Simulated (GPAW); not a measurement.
# Fe4 on Ru4 0001: which magnetic order is lowest

Aim: find out whether Fe4 on Ru4 0001 carries moments, and which collinear order costs least.

Program: GPAW 26.7.0. Level of theory: PBE; plane waves with GPAW's PAW setups, scalar-relativistic. Results are calculated unless marked as measured.

## Step 1: The starting structure

The cell holds 8 atoms: 4 Ru and 4 Fe. Cell: a = 2.706 Å, b = 2.706 Å, c = 26.019 Å, α = 90.0°, β = 90.0°, γ = 120.0°. ideal sites on the substrate's mesh, layer spacings from atomic volumes, unrelaxed, 12 A of vacuum. Vacuum lies along c.

## Step 2: Start 1: ferro ++++

The parallel start comes first: it fits the smallest cell, keeps the most symmetry and shows whether parallel moments form.

Input file order1.py:

```python
import json
import numpy as np
from ase import Atoms
from ase.parallel import paropen, parprint
from gpaw import GPAW

atoms = Atoms(['Ru', 'Ru', 'Ru', 'Ru', 'Fe', 'Fe', 'Fe', 'Fe'],
    cell=[[2.706, 0.0, 0.0],
         [-1.353, 2.343465, 0.0],
         [0.0, 0.0, 26.018952]],
    scaled_positions=[[0.0, 0.0, 0.230601],
         [0.333333, 0.666667, 0.313027],
         [0.0, 0.0, 0.395453],
         [0.333333, 0.666667, 0.477878],
         [0.0, 0.0, 0.554849],
         [0.333333, 0.666667, 0.626366],
         [0.0, 0.0, 0.697882],
         [0.333333, 0.666667, 0.769399]],
    pbc=True,
    magmoms=[0.0, 0.0, 0.0, 0.0, 2.6, 2.6, 2.6, 2.6])
atoms.calc = GPAW(mode={'name': 'pw', 'ecut': 450},
    xc='PBE',
    kpts={'size': (18, 18, 1), 'gamma': True},
    occupations={'name': 'fermi-dirac', 'width': 0.05},
    convergence={'density': 1e-05, 'energy': 1e-05},
    maxiter=200,
    mixer={'name': 'pulay', 'beta': 0.03, 'nmaxold': 8, 'weight': 100},
    symmetry={'tolerance': 1e-4},
    txt='order1.txt')
e = atoms.get_potential_energy(force_consistent=True)
res = {'free_energy': e, 'energy_sigma0': atoms.get_potential_energy(), 'fermi_energy': atoms.calc.get_fermi_level()}
res['moments'] = atoms.get_magnetic_moments().tolist()
res['total'] = atoms.get_magnetic_moment()
parprint('site moments (muB):', np.round(res['moments'], 3))
parprint(f"total moment: {res['total']:.3f} muB")
parprint(f'free energy: {e:.6f} eV')
atoms.calc.write('order1.gpw')
with paropen('results.json', 'w') as f:
    json.dump(res, f)
```

Run with:

```bash
$ OMP_NUM_THREADS=1 mpirun -n 4 gpaw python order1.py > order1.log
```

Numbers of over 12 decimals in the logs are rounded to 6 here.

The log of the run:

```text
site moments (muB): [ 0.008  0.04  -0.051 -0.127  2.065  2.274  2.395  2.766]
total moment: 9.493 muB
free energy: -70.634670 eV

--- order1.txt ---
Input parameters:
  mode=PW(ecut=450),
  convergence={'density': 1e-05, 'energy': 1e-05},
  kpts=MonkhorstPack(size=(18, 18, 1), gamma=True),
  maxiter=200,
  mixer=Pulay(name='pulay', nmaxold=8, beta=0.03, weight=100, sigma=0.015, g_ss=None),
  occupations=Occupations(name='fermi-dirac', width=0.05),
  symmetry=Symmetry(tolerance=0.0001),
  xc=XC(name='PBE')

Diagonalizing LCAO Hamiltonian
Converting LCAO to pw mode

        Fe

       Fe
        Fe

       Fe

        Ru

       Ru

        Ru

       Ru

Atoms  # Å, Bohr magnetons
|   | symbol |         x |        y |         z |    initial magnetic moments |
|---|--------|-----------|----------|-----------|-----------------------------|
| 0 |     Ru |  0.000000 | 0.000000 |  5.999996 | ( 0.0000,  0.0000,  0.0000) |
| 1 |     Ru | -0.000001 | 1.562311 |  8.144634 | ( 0.0000,  0.0000,  0.0000) |
| 2 |     Ru |  0.000000 | 0.000000 | 10.289273 | ( 0.0000,  0.0000,  0.0000) |
| 3 |     Ru | -0.000001 | 1.562311 | 12.433885 | ( 0.0000,  0.0000,  0.0000) |
| 4 |     Fe |  0.000000 | 0.000000 | 14.436589 | ( 0.0000,  0.0000,  2.6000) |
| 5 |     Fe | -0.000001 | 1.562311 | 16.297387 | ( 0.0000,  0.0000,  2.6000) |
| 6 |     Fe |  0.000000 | 0.000000 | 18.158158 | ( 0.0000,  0.0000,  2.6000) |
| 7 |     Fe | -0.000001 | 1.562311 | 20.018956 | ( 0.0000,  0.0000,  2.6000) |

Unit cell  # Å
| periodic |         x |        y |         z |   lengths |     angles |
|----------|-----------|----------|-----------|-----------|------------|
|      yes |  2.706000 | 0.000000 |  0.000000 |  2.706000 |  90.000000 |
|      yes | -1.353000 | 2.343465 |  0.000000 |  2.706000 |  90.000000 |
|      yes |  0.000000 | 0.000000 | 26.018952 | 26.018952 | 119.999997 |

Number of symmetries: 6

BZ-sampling:
  Number of BZ points: 324
  Number of IBZ points: 37

  Monkhorst-Pack size: [18, 18, 1]
  Monkhorst-Pack shift: [0.027778, 0.027778, 0.0]

K-points  # in reciprocal-cell coordinates
|     |                                coordinates |     weight |
|-----|--------------------------------------------|------------|
|   0 | ( -0.00000000,  -0.00000000,   0.00000000) | 0.00308642 |
|   1 | (  0.05555556,  -0.00000000,   0.00000000) | 0.01851852 |
|   2 | (  0.11111111,  -0.05555556,   0.00000000) | 0.01851852 |
|   3 | (  0.11111111,  -0.00000000,   0.00000000) | 0.01851852 |
|   4 | (  0.16666667,  -0.05555556,   0.00000000) | 0.03703704 |
|   5 | (  0.16666667,  -0.00000000,   0.00000000) | 0.01851852 |
|   6 | (  0.22222222,  -0.11111111,   0.00000000) | 0.01851852 |
|   7 | (  0.22222222,  -0.05555556,   0.00000000) | 0.03703704 |
|   8 | (  0.22222222,  -0.00000000,   0.00000000) | 0.01851852 |
|   9 | (  0.27777778,  -0.11111111,   0.00000000) | 0.03703704 |
| ... |                                            |            |
|  36 | (  0.50000000,   0.50000000,   0.00000000) | 0.00925926 |

Plane wave coefficients: 3631
Cutoff: 450.000000 eV

Spin-components: 2 (collinear spins)
Bands:           68
Projectors:      48
Spin-degeneracy: 1
Datatype:        complex128

Parallelization:
  kpt:    4
  domain: 1
  band:   1

Density:
  Valence electrons: 96.0
  Components: 2
  Grid points: [ 14  14 128]
  Charge: 0.0  # |e|

Potential:
  Grid points: [ 14  14 128]

species:
  Ru:
    name:    Ruthenium
    Z:       44.0
    valence: 16
    core:    28
    charge:  0.0  # [|e|]
    compensation charges:
      type: gauss
      rc: 0.39  # [Å]
      lmax: 2
    cutoffs:
      filter: 2.16  # [Å]
      core: 1.30  # [Å]
    projectors
    | kind |    occ | energy [eV] | rcut [Å] |
    |------|--------|-------------|----------|
    |   4s |  2.000 |     -76.316 |    1.281 |
    |   5s |  1.000 |      -4.236 |    1.281 |
    |   4p |  6.000 |     -46.423 |    1.286 |
    |   5p |  0.000 |      -0.913 |    1.286 |
    |   4d |  7.000 |      -5.203 |    1.254 |
    |    d |        |      22.008 |    1.254 |

    Using partial waves for Ru as LCAO basis

  Fe:
    name:    Iron
    Z:       26.0
    valence: 8
    core:    18
    charge:  0.0  # [|e|]
    compensation charges:
      type: gauss
      rc: 0.33  # [Å]
      lmax: 2
    cutoffs:
      filter: 2.06  # [Å]
      core: 2.67  # [Å]
    projectors
    | kind |    occ | energy [eV] | rcut [Å] |
    |------|--------|-------------|----------|
    |   4s |  2.000 |      -5.291 |    1.164 |
    |   4p |  0.000 |      -1.326 |    1.058 |
    |   3d |  6.000 |      -7.505 |    1.058 |
    |    s |        |      21.920 |    1.164 |
    |    p |        |      25.885 |    1.058 |
    |    d |        |      19.706 |    1.058 |

    Using partial waves for Fe as LCAO basis

Reference energy: -631458.318331  # eV

eigensolver:
  PPCG
  Converge bands: occupied
  niter=2

density mixing:
  Pulay-Mixer
  Linear mixing parameters: 0.03
  Old densities: 8
  Fourier metric: weight=100, sigma=0.015

occupation numbers:
  Fermi-Dirac:
    width: 0.0500  # eV

poisson solver:
  ecut: 3600.000000  # eV

xc functional:
  name: PBE with 2 nearest neighbor stencil

convergence criteria:
- Maximum integral of absolute [dens]ity change: 1e-05 electrons / valence electron
- Maximum [total energy] change in last 3 cyles: 1e-05 eV / valence electron
- Maximum integral of absolute [eigenst]ate change: 4e-08 eV^2 / valence electron
maximum number of iterations: 200

SCF iterations
|iter     |      energy | eigst |  dens |  magmom |
|---------|-------------|-------|-------|---------|
|iter:   1|       0s |  -92.386320 | +0.28 |       | +10.4162|
|iter:   2|       5s | -469.577712 | +1.25 | -0.53 | +10.1970|
|iter:   3|      10s | -100.172673 | +0.36 | -0.24 | +10.1279|
|iter:   4|      15s |  -76.981792 | -0.34 | -0.62 | +10.1165|
|iter:   5|      20s |  -76.234264 | -1.12 | -0.87 | +10.1162|
|iter:   6|      25s |  -76.119012 | -2.43 | -0.91 | +10.1345|
|iter:   7|      30s |  -72.900962 | -2.11 | -0.92 | +10.1904|
|iter:   8|      35s |  -72.295321 | -2.70 | -1.05 | +10.1536|
|iter:   9|      40s |  -71.786877 | -2.40 | -1.12 | +10.0717|
|iter:  10|      45s |  -72.478164 | -1.72 | -1.16 |  +9.9077|
[... 50 iterations left out ...]
|iter:  61|     268s |  -70.588678c| -8.24c| -4.61 |  +9.4941|
|iter:  62|     270s |  -70.588677c| -8.55c| -4.61 |  +9.4938|
|iter:  63|     272s |  -70.588675c| -8.59c| -4.68 |  +9.4935|
|iter:  64|     275s |  -70.588674c| -8.84c| -4.77 |  +9.4933|
|iter:  65|     277s |  -70.588675c| -9.28c| -4.88 |  +9.4933|
|iter:  66|     279s |  -70.588674c| -9.48c| -4.92 |  +9.4932|
|iter:  67|     282s |  -70.588674c| -8.96c| -4.94 |  +9.4931|
|iter:  68|     284s |  -70.588673c| -9.34c| -4.98 |  +9.4930|
|iter:  69|     286s |  -70.588673c| -9.28c| -4.99 |  +9.4930|
|iter:  70|     289s |  -70.588672c| -9.48c| -5.00c|  +9.4929|

Converged in 70 steps
Energy contributions relative to reference atoms: (reference = -631458.318331)

Energy contributions:
  Kinetic:          21.414846
  Coulomb:         -30.605442
  Zero:             -0.187259
  External:          0.000000
  Xc:              -61.164820
  Entropy:          -0.091995
  Spinorbit:         0.000000
  ----------------------------
  Free energy:     -70.634670
  Extrapolated:    -70.588672

dipole moment: (-26.706462, -21.697841, 0.058693)  # |e|*Ang

Total magnetic moment: (0.000000, 0.000000, 9.492895)

Local magnetic moments
|        x |        y |         z |
|----------|----------|-----------|
| 0.000000 | 0.000000 |  0.008200 |  # Ru   0
| 0.000000 | 0.000000 |  0.040187 |  # Ru   1
| 0.000000 | 0.000000 | -0.051306 |  # Ru   2
| 0.000000 | 0.000000 | -0.127409 |  # Ru   3
| 0.000000 | 0.000000 |  2.065419 |  # Fe   4
| 0.000000 | 0.000000 |  2.273642 |  # Fe   5
| 0.000000 | 0.000000 |  2.394633 |  # Fe   6
| 0.000000 | 0.000000 |  2.765946 |  # Fe   7

Fermi level: 5.490
Eigenvalues  # (at kpt = [-0.000, -0.000, 0.000])
| band index |      eig [eV] | occ [0-1] |      eig [eV] | occ [0-1] |
|------------|---------------|-----------|---------------|-----------|
|          0 |       -67.703 |     1.000 |       -67.682 |     1.000 |
|        ... |               |           |               |           |
|         43 |         3.556 |     1.000 |         5.181 |     0.998 |
|         44 |         3.658 |     1.000 |         5.479 |     0.557 |
|         45 |         3.658 |     1.000 |         5.508 |     0.413 |
|         46 |         3.703 |     1.000 |         5.508 |     0.413 |
|         47 |         4.083 |     1.000 |         5.619 |     0.071 |
|         48 |         4.162 |     1.000 |         5.619 |     0.071 |
|         49 |         4.162 |     1.000 |         5.815 |     0.002 |
|         50 |         4.647 |     1.000 |         6.052 |     0.000 |
|         51 |         4.647 |     1.000 |         6.052 |     0.000 |
|         52 |         4.932 |     1.000 |         6.251 |     0.000 |
|         53 |         4.932 |     1.000 |         6.360 |     0.000 |
|         54 |         5.126 |     0.999 |         6.459 |     0.000 |
|         55 |         5.215 |     0.996 |         6.460 |     0.000 |
|         56 |         5.215 |     0.996 |         6.624 |     0.000 |
|         57 |         5.736 |     0.007 |         6.624 |     0.000 |
|         58 |         5.736 |     0.007 |         6.920 |     0.000 |
|        ... |               |           |               |           |
|         67 |        12.534 |     0.000 |        12.700 |     0.000 |

No gap
No difference between direct/indirect transitions
```

Wall time 5 min (4 MPI ranks of AMD EPYC 7B13 (Zen 3), shared host); peak memory 1.2 GiB.

Spin moment in the augmentation sphere by atom:

```csv
atom,spin moment in the augmentation sphere (μB)
Ru1,0.01
Ru2,0.04
Ru3,-0.05
Ru4,-0.13
Fe5,2.07
Fe6,2.27
Fe7,2.39
Fe8,2.77
```

Numbers from this step:

```yaml
magnetization: 9.493 μB
final_state: ferromagnetic
```

After 70 cycles the largest moment stands at 2.77 μB.

## Step 3: Start 2: ferri +++-

Reversing part of the moments tests the sign of the couplings between them.

order2.py is the script of step 2 with these lines changed:

```diff
@@ -19,3 +19,3 @@
     pbc=True,
-    magmoms=[0.0, 0.0, 0.0, 0.0, 2.6, 2.6, 2.6, 2.6])
+    magmoms=[0.0, 0.0, 0.0, 0.0, 2.6, 2.6, 2.6, -2.6])
 atoms.calc = GPAW(mode={'name': 'pw', 'ecut': 450},
@@ -28,3 +28,3 @@
     symmetry={'tolerance': 1e-4},
-    txt='order1.txt')
+    txt='order2.txt')
 e = atoms.get_potential_energy(force_consistent=True)
@@ -36,3 +36,3 @@
 parprint(f'free energy: {e:.6f} eV')
-atoms.calc.write('order1.gpw')
+atoms.calc.write('order2.gpw')
 with paropen('results.json', 'w') as f:
```

Run with:

```bash
$ OMP_NUM_THREADS=1 mpirun -n 4 gpaw python order2.py > order2.log
```

The log of the run:

```text
site moments (muB): [ 0.017  0.046 -0.064 -0.133  2.132  2.335  1.244 -2.574]
total moment: 3.005 muB
free energy: -70.543923 eV

--- order2.txt ---
Input parameters:
  mode=PW(ecut=450),
  convergence={'density': 1e-05, 'energy': 1e-05},
  kpts=MonkhorstPack(size=(18, 18, 1), gamma=True),
  maxiter=200,
  mixer=Pulay(name='pulay', nmaxold=8, beta=0.03, weight=100, sigma=0.015, g_ss=None),
  occupations=Occupations(name='fermi-dirac', width=0.05),
  symmetry=Symmetry(tolerance=0.0001),
  xc=XC(name='PBE')

Diagonalizing LCAO Hamiltonian
Converting LCAO to pw mode

        Fe

       Fe
        Fe

       Fe

        Ru

       Ru

        Ru

       Ru

Atoms  # Å, Bohr magnetons
|   | symbol |         x |        y |         z |    initial magnetic moments |
|---|--------|-----------|----------|-----------|-----------------------------|
| 0 |     Ru |  0.000000 | 0.000000 |  5.999996 | ( 0.0000,  0.0000,  0.0000) |
| 1 |     Ru | -0.000001 | 1.562311 |  8.144634 | ( 0.0000,  0.0000,  0.0000) |
| 2 |     Ru |  0.000000 | 0.000000 | 10.289273 | ( 0.0000,  0.0000,  0.0000) |
| 3 |     Ru | -0.000001 | 1.562311 | 12.433885 | ( 0.0000,  0.0000,  0.0000) |
| 4 |     Fe |  0.000000 | 0.000000 | 14.436589 | ( 0.0000,  0.0000,  2.6000) |
| 5 |     Fe | -0.000001 | 1.562311 | 16.297387 | ( 0.0000,  0.0000,  2.6000) |
| 6 |     Fe |  0.000000 | 0.000000 | 18.158158 | ( 0.0000,  0.0000,  2.6000) |
| 7 |     Fe | -0.000001 | 1.562311 | 20.018956 | ( 0.0000,  0.0000, -2.6000) |

Unit cell  # Å
| periodic |         x |        y |         z |   lengths |     angles |
|----------|-----------|----------|-----------|-----------|------------|
|      yes |  2.706000 | 0.000000 |  0.000000 |  2.706000 |  90.000000 |
|      yes | -1.353000 | 2.343465 |  0.000000 |  2.706000 |  90.000000 |
|      yes |  0.000000 | 0.000000 | 26.018952 | 26.018952 | 119.999997 |

Number of symmetries: 6

BZ-sampling:
  Number of BZ points: 324
  Number of IBZ points: 37

  Monkhorst-Pack size: [18, 18, 1]
  Monkhorst-Pack shift: [0.027778, 0.027778, 0.0]

Plane wave coefficients: 3631
Cutoff: 450.000000 eV

Spin-components: 2 (collinear spins)
Bands:           65
Projectors:      48
Spin-degeneracy: 1
Datatype:        complex128

Parallelization:
  kpt:    4
  domain: 1
  band:   1

Density:
  Valence electrons: 96.0
  Components: 2
  Grid points: [ 14  14 128]
  Charge: 0.0  # |e|

Potential:
  Grid points: [ 14  14 128]

[... setups left out ...]
Reference energy: -631458.318331  # eV

eigensolver:
  PPCG
  Converge bands: occupied
  niter=2

density mixing:
  Pulay-Mixer
  Linear mixing parameters: 0.03
  Old densities: 8
  Fourier metric: weight=100, sigma=0.015

occupation numbers:
  Fermi-Dirac:
    width: 0.0500  # eV

poisson solver:
  ecut: 3600.000000  # eV

xc functional:
  name: PBE with 2 nearest neighbor stencil

convergence criteria:
- Maximum integral of absolute [dens]ity change: 1e-05 electrons / valence electron
- Maximum [total energy] change in last 3 cyles: 1e-05 eV / valence electron
- Maximum integral of absolute [eigenst]ate change: 4e-08 eV^2 / valence electron
maximum number of iterations: 200

SCF iterations
|iter     |      energy | eigst |  dens |  magmom |
|---------|-------------|-------|-------|---------|
|iter:   1|       0s |  -92.440159 | +0.30 |       |  +5.2081|
|iter:   2|       5s | -474.993700 | +1.31 | -0.52 |  +5.1040|
|iter:   3|      10s | -112.425773 | +0.12 | -0.24 |  +5.0692|
|iter:   4|      15s |  -82.259425 | -0.78 | -0.61 |  +5.0604|
|iter:   5|      19s |  -79.416685 | -1.83 | -0.78 |  +5.0565|
|iter:   6|      24s |  -78.601568 | -2.39 | -0.83 |  +5.0492|
|iter:   7|      29s |  -77.578993 | -1.41 | -0.83 |  +4.9843|
|iter:   8|      34s |  -73.323320 | -2.34 | -0.82 |  +4.9617|
|iter:   9|      38s |  -74.352444 | -1.89 | -0.99 |  +4.8639|
|iter:  10|      43s |  -71.928528 | -1.90 | -0.93 |  +4.7192|
[... 72 iterations left out ...]
|iter:  83|     368s |  -70.503877c| -7.72c| -4.72 |  +3.0043|
|iter:  84|     370s |  -70.503878c| -8.32c| -4.76 |  +3.0040|
|iter:  85|     373s |  -70.503878c| -8.41c| -4.76 |  +3.0043|
|iter:  86|     375s |  -70.503879c| -9.10c| -4.77 |  +3.0044|
|iter:  87|     377s |  -70.503880c| -8.81c| -4.80 |  +3.0046|
|iter:  88|     380s |  -70.503882c| -8.27c| -4.85 |  +3.0044|
|iter:  89|     382s |  -70.503882c| -8.80c| -4.95 |  +3.0044|
|iter:  90|     384s |  -70.503882c| -9.26c| -4.97 |  +3.0043|
|iter:  91|     387s |  -70.503883c| -9.48c| -4.98 |  +3.0043|
|iter:  92|     389s |  -70.503883c| -9.39c| -5.02c|  +3.0045|

Converged in 92 steps
Energy contributions relative to reference atoms: (reference = -631458.318331)

Energy contributions:
  Kinetic:           9.391749
  Coulomb:         -20.861393
  Zero:             -0.160081
  External:          0.000000
  Xc:              -58.834118
  Entropy:          -0.080081
  Spinorbit:         0.000000
  ----------------------------
  Free energy:     -70.543923
  Extrapolated:    -70.503883

dipole moment: (-26.745054, -21.707658, 0.059081)  # |e|*Ang

Total magnetic moment: (0.000000, 0.000000, 3.004524)

Local magnetic moments
|        x |        y |         z |
|----------|----------|-----------|
| 0.000000 | 0.000000 |  0.017391 |  # Ru   0
| 0.000000 | 0.000000 |  0.045975 |  # Ru   1
| 0.000000 | 0.000000 | -0.064241 |  # Ru   2
| 0.000000 | 0.000000 | -0.132716 |  # Ru   3
| 0.000000 | 0.000000 |  2.132496 |  # Fe   4
| 0.000000 | 0.000000 |  2.334654 |  # Fe   5
| 0.000000 | 0.000000 |  1.243960 |  # Fe   6
| 0.000000 | 0.000000 | -2.573952 |  # Fe   7

Fermi level: 5.465
Eigenvalues  # (at kpt = [-0.000, -0.000, 0.000])
| band index |      eig [eV] | occ [0-1] |      eig [eV] | occ [0-1] |
|------------|---------------|-----------|---------------|-----------|
|          0 |       -67.732 |     1.000 |       -67.709 |     1.000 |
|        ... |               |           |               |           |
|         43 |         3.844 |     1.000 |         4.741 |     1.000 |
|         44 |         4.234 |     1.000 |         4.960 |     1.000 |
|         45 |         4.417 |     1.000 |         4.960 |     1.000 |
|         46 |         4.417 |     1.000 |         5.093 |     0.999 |
|         47 |         4.780 |     1.000 |         5.188 |     0.996 |
|         48 |         4.781 |     1.000 |         5.189 |     0.996 |
|         49 |         5.079 |     1.000 |         5.451 |     0.569 |
|         50 |         5.079 |     1.000 |         5.510 |     0.288 |
|         51 |         5.169 |     0.997 |         5.510 |     0.288 |
|         52 |         5.484 |     0.404 |         5.975 |     0.000 |
|         53 |         5.707 |     0.008 |         5.987 |     0.000 |
|         54 |         5.707 |     0.008 |         5.987 |     0.000 |
|         55 |         5.991 |     0.000 |         6.282 |     0.000 |
|         56 |         5.991 |     0.000 |         6.394 |     0.000 |
|         57 |         6.209 |     0.000 |         6.394 |     0.000 |
|         58 |         6.372 |     0.000 |         6.584 |     0.000 |
|        ... |               |           |               |           |
|         64 |         6.879 |     0.000 |         7.170 |     0.000 |

No gap
No difference between direct/indirect transitions
```

Elapsed: 6.7 min, on 4 MPI ranks; peak memory 1.2 GiB.

Spin moment in the augmentation sphere by atom:

```csv
atom,spin moment in the augmentation sphere (μB)
Ru1,0.02
Ru2,0.05
Ru3,-0.06
Ru4,-0.13
Fe5,2.13
Fe6,2.33
Fe7,1.24
Fe8,-2.57
```

Numbers from this step:

```
magnetization : 3.005 μB
final state   : ferrimagnetic
```

It lies 22.7 meV a seeded atom over the first start, and its largest moment is 2.57 μB against 2.77 μB.

## Step 4: Energies of the orders

These are free energies at a smearing of 0.05 eV, so its entropy term is in the differences. They are divided by the number of seeded atoms, so that cells of unlike size compare.

Orders:

```csv
start,final state,typed order kept,energy over the lowest (meV a seeded atom),largest site moment (μB),net moment (μB a primitive cell),mesh matched,CPU time (s)
ferro ++++,ferromagnetic,yes,0,2.766,9.493,yes,1210
ferri +++-,ferrimagnetic,yes,22.69,2.574,3.005,yes,1615
```

## Step 5: Results

- lowest state found: ferromagnetic (typed ferro ++++)
- largest site moment: 2.77 μB
- next state: ferrimagnetic, 22.7 meV a seeded atom higher

**Reading.** The lowest state found is ferromagnetic, reached from the start ferro ++++, with moments up to 2.77 μB. The next state costs 23 meV a seeded atom. This is the lowest of 2 finished starts, no proof of the ground state.

[Logs and program files are shortened in this print: banners, set-up blocks, solver, clock and traceback lines can be left out without a mark of their own.]

[Logs are printed without paths, hosts, clocks, repeated set-up lines and the standing remarks that a program may print on its own settings, such as how far it seeks lower states.]

[Hosts, paths, dates, database ids (printed as entryN), source tags and the programs' standing remarks are cut or masked in the printed files.]

[Where a cell is said to come from a database of computed structures, the database is the Materials Project.]
